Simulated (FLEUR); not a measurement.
# P (Cmce) in FLEUR: notebook, part 2 of 2

FLEUR MaX-R8.1 (later development tree). Earlier steps stand in the parts before.

### Step 3. Equation of state, r2SCAN, 19.23 Å³/atom (volume scaled by 0.94)

File inp.xml:

```xml
<?xml version="1.0" encoding="UTF-8" standalone="no"?>
<fleurInput fleurInputVersion="0.39">
   <comment>
      P                                                                                                   
   </comment>
   <calculationSetup>
      <cutoffs Kmax="5.24" Gmax="16.2" GmaxXC="16.2" numbands="0"/>
      <scfLoop itmax="60" minDistance="0.00001" maxIterBroyd="15" imix="Anderson" alpha="0.05" precondParam="0.0" spinf="2.0" sdNocoIR="T"/>
      <coreElectrons ctail="F" frcor="F" kcrel="0" coretail_lmax="0"/>
      <xcFunctional name="LibXC" relativisticCorrections="F">
         <LibXCName exchange="mgga_x_r2scan" correlation="mgga_c_r2scan"/>
         <AuxGGA exchange="117" correlation="130"/>
      </xcFunctional>
      <magnetism jspins="1"/>
      <soc l_soc="F" theta="0.0" phi="0.0" spav="F"/>
      <expertModes spex="0" secvar="F"/>
      <geometryOptimization l_f="F" forcealpha="1.0" forcemix="BFGS" epsdisp="0.00001" epsforce="0.00001"/>
      <ldaU l_linMix="F" mixParam="0.05" spinf="1.0"/>
   </calculationSetup>
   <cell>
      <bzIntegration valenceElectrons="44.0" mode="hist" fermiSmearingEnergy="0.00183747">
         <kPointListSelection listName="default-1"/>
         <!-- k-points included here -->
         <xi:include xmlns:xi="http://www.w3.org/2001/XInclude" href="kpts.xml"> </xi:include>
      </bzIntegration>
      <!-- symmetry operations included here -->
      <xi:include xmlns:xi="http://www.w3.org/2001/XInclude" href="sym.xml"> </xi:include>
      <bulkLattice scale="0.9795861087">
         <bravaisMatrix>
            <row-1>    3.1137832282417897   -10.3274245610460227     0.0000000000000000</row-1>
            <row-2>    3.1137832282417897    10.3274245610460227     0.0000000000000000</row-2>
            <row-3>    0.0000000000000000     0.0000000000000000     8.5862268750853339</row-3>
         </bravaisMatrix>
      </bulkLattice>
   </cell>
   <atomSpecies>
      <species name="Phosphorous (P)" element="P" atomicNumber="15">
         <mtSphere radius="1.87" gridPoints="639" logIncrement="0.018"/>
         <atomicCutoffs lmax="8" lnonsphr="6"/>
         <electronConfig flipSpins="F">
            <coreConfig>(1s1/2) (2s1/2)</coreConfig>
            <valenceConfig>(2p1/2) (2p3/2) (3s1/2) (3p1/2) (3p3/2)</valenceConfig>
            <stateOccupation state="(3p1/2)" spinUp="0.500000" spinDown="0.500000"/>
            <stateOccupation state="(3p3/2)" spinUp="1.000000" spinDown="1.000000"/>
         </electronConfig>
         <energyParameters s="3" p="3" d="3" f="4"/>
         <lo type="SCLO" l="1" n="2" eDeriv="0"/>
         <lo type="SCLO" l="0" n="3" eDeriv="2"/>
         <lo type="SCLO" l="2" n="3" eDeriv="2"/>
         <lo type="SCLO" l="3" n="4" eDeriv="2"/>
      </species>
   </atomSpecies>
   <atomGroups>
      <atomGroup species="Phosphorous (P)">
         <relPos label="                   1">-.0958568700 .0958568700 -.4111848300</relPos>
         <relPos label="                   2">.0958568700 -.0958568700 .4111848300</relPos>
         <relPos label="                   3">-.4041431300 .4041431300 .0888151700</relPos>
         <relPos label="                   4">.4041431300 -.4041431300 -.0888151700</relPos>
         <force calculate="T" relaxXYZ="TTT"/>
      </atomGroup>
   </atomGroups>
   <output dos="F" band="F" slice="F">
      <checks vchk="F" cdinf="F"/>
      <bandDOS minEnergy="-.5*Htr" maxEnergy="0.5*Htr" sigma="0.015" storeEVData="T"/>
      <vacuumDOS vacdos="F" integ="F" star="F" nstars="0" locx1="0.0" locy1="0.0" locx2="0.0" locy2="0.0" nstm="0" tworkf="0.0"/>
      <unfoldingBand unfoldBand="F" supercellX="1" supercellY="1" supercellZ="1"/>
      <plotting iplot="0" polar="F">
         <plot TwoD="T" vec1="  1.0  0.0  0.0" vec2="  0.0  1.0  0.0" vec3="  0.0  0.0  1.0" zero="  0.0  0.0  0.0" file="plot"/>
      </plotting>
      <chargeDensitySlicing numkpt="0" minEigenval="0.0" maxEigenval="0.0" nnne="0" pallst="F"/>
      <specialOutput eonly="F"/>
      <moessbauerParams electricFieldGradient="T" isomerShift="T" coreHyperfine="T" valenceHyperfine="T"/>
      <magneticCircularDichroism mcd="F" energyLo="-10.0" energyUp="0.0"/>
   </output>
  <!-- We include the file relax.xml here to enable relaxations (see documentation) -->
  <xi:include xmlns:xi="http://www.w3.org/2001/XInclude" href="relax.xml"> <xi:fallback/> </xi:include>
</fleurInput>
```

Potentials or basis: all-electron, FLAPW.

Launch:

```
> inpgen -f crystal.txt -profile fastHighL
> # inp.xml edited to the form shown
> fleur_MPI
```

Output:

```text
Welcome to FLEUR        (www.flapw.de)
      MaX-Release 8.1          (www.max-centre.eu)
 func_ids         498         497         498         497
 MetaGGA potential functional detected - V_tau will be computed
 Auxiliary Potential for radial basis: exchange=         117  correlation=         130
The functional 'Re-regularized SCAN exchange by Furness et al' is an exchange functional, it belongs to the 'MGGA' family and is defined in the reference(s):
[1] J. W. Furness, A. D. Kaplan, J. Ning, J. P. Perdew, and J. Sun.,  J. Phys. Chem. Lett. 11, 8208-8215 (2020)
[2] J. W. Furness, A. D. Kaplan, J. Ning, J. P. Perdew, and J. Sun.,  J. Phys. Chem. Lett. 11, 9248-9248 (2020)
The functional 'Re-regularized SCAN correlation by Furness et al' is a correlation functional, it belongs to the 'MGGA' family and is defined in the reference(s):
[1] J. W. Furness, A. D. Kaplan, J. Ning, J. P. Perdew, and J. Sun.,  J. Phys. Chem. Lett. 11, 8208-8215 (2020)
[2] J. W. Furness, A. D. Kaplan, J. Ning, J. P. Perdew, and J. Sun.,  J. Phys. Chem. Lett. 11, 9248-9248 (2020)
 Using same functional for VXC and EXC
[... 39 lines left out ...]
 Using same functional for VXC and EXC
 Iteration:     3   Distance:      13.01892354 me/bohr^3
The functional 'Hammer, Hansen, and Norskov' is an exchange functional, it belongs to the 'GGA' family and is defined in the reference(s):
[1] B. Hammer, L. B. Hansen, and J. K. Nørskov.,  Phys. Rev. B 59, 7413 (1999)
[... 89 lines left out ...]
The functional 'Hammer, Hansen, and Norskov' is an exchange functional, it belongs to the 'GGA' family and is defined in the reference(s):
[1] B. Hammer, L. B. Hansen, and J. K. Nørskov.,  Phys. Rev. B 59, 7413 (1999)
The functional 'Perdew, Burke & Ernzerhof' is a correlation functional, it belongs to the 'GGA' family and is defined in the reference(s):
[1] J. P. Perdew, K. Burke, and M. Ernzerhof.,  Phys. Rev. Lett. 77, 3865 (1996)
[2] J. P. Perdew, K. Burke, and M. Ernzerhof.,  Phys. Rev. Lett. 78, 1396 (1997)
 Using same functional for VXC and EXC
 Iteration:    17   Distance:       0.00002898 me/bohr^3
The functional 'Hammer, Hansen, and Norskov' is an exchange functional, it belongs to the 'GGA' family and is defined in the reference(s):
[1] B. Hammer, L. B. Hansen, and J. K. Nørskov.,  Phys. Rev. B 59, 7413 (1999)
The functional 'Perdew, Burke & Ernzerhof' is a correlation functional, it belongs to the 'GGA' family and is defined in the reference(s):
[1] J. P. Perdew, K. Burke, and M. Ernzerhof.,  Phys. Rev. Lett. 77, 3865 (1996)
[2] J. P. Perdew, K. Burke, and M. Ernzerhof.,  Phys. Rev. Lett. 78, 1396 (1997)
 Using same functional for VXC and EXC
 Iteration:    18   Distance:       0.00000598 me/bohr^3

 ********************************************************************
 Run finished successfully
 Stop message:
   all done
 ********************************************************************
```

Wall time 20 min (1 thread of Arm Neoverse V1, shared host); peak memory 0.18 GiB.

What came out:

| Item | Value |
| --- | --- |
| Free energy | -37248.8878 eV |
| Band gap on the k mesh | 0.14 eV, direct |
| Valence electrons inside the program's atomic spheres | P 8.39 (radii P 1.87 bohr) |

Caveat: the meta-GGA is that of a development version, with a GGA for the radial functions and cores and without core tails.

### Step 4. Equation of state, r2SCAN, 19.64 Å³/atom (volume scaled by 0.96)

Edit inp.xml of step 3 so:

```diff
@@ -27,3 +27,3 @@
       <xi:include xmlns:xi="http://www.w3.org/2001/XInclude" href="sym.xml"> </xi:include>
-      <bulkLattice scale="0.9795861087">
+      <bulkLattice scale="0.9864848297">
          <bravaisMatrix>
```

Launch:

```
> inpgen -f crystal.txt -profile fastHighL
> # inp.xml edited to the form shown
> fleur_MPI
```

Run time: 19 min. Hardware: 1 thread of Arm Neoverse V1, shared host; peak memory 0.18 GiB.

The run converged. Its results:

* Free energy: -37248.9419 eV
* Band gap on the k mesh: 0.17 eV, direct
* Valence electrons inside the program's atomic spheres: P 8.38 (radii P 1.87 bohr)

Caveat: the meta-GGA is that of a development version, with a GGA for the radial functions and cores and without core tails.
